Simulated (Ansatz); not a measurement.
The system is ZnAu.

```
Au Zn
1.0
     3.14700    0.00000    0.00000
     0.00000    3.14700    0.00000
     0.00000    0.00000    3.14700
Au Zn
1 1
Direct
  0.00000 0.00000 0.00000
  0.50000 0.50000 0.50000
```

Program: Ansatz 0.2.0. Alike in all runs: task band structure; potentials or basis Ansatz PAW; no spin polarisation; cell as given; k mesh 5 × 5 × 5; smearing fermi-dirac 0.05 eV; the mesh is coarse, so values aren't converged.

**Question.** Order these runs on this cell by their pressure, lowest first.
A. level PBEsol; cutoff (eV) 420
B. level revPBE; cutoff (eV) 420
C. level r2SCAN; cutoff (eV) 500
D. level LDA; cutoff (eV) 420
E. level BLYP; cutoff (eV) 420

**Answer.** D (-6.3 GPa), A (-1.8 GPa), C (0.9 GPa), B (8.2 GPa), E (14.2 GPa).

Caveats: all runs use coarse meshes; the PAW data sets come from PBE, with cores solved anew for the run's functional, which leaves a small shift of forces and pressure.

Runs at the PBE level aren't shown here.
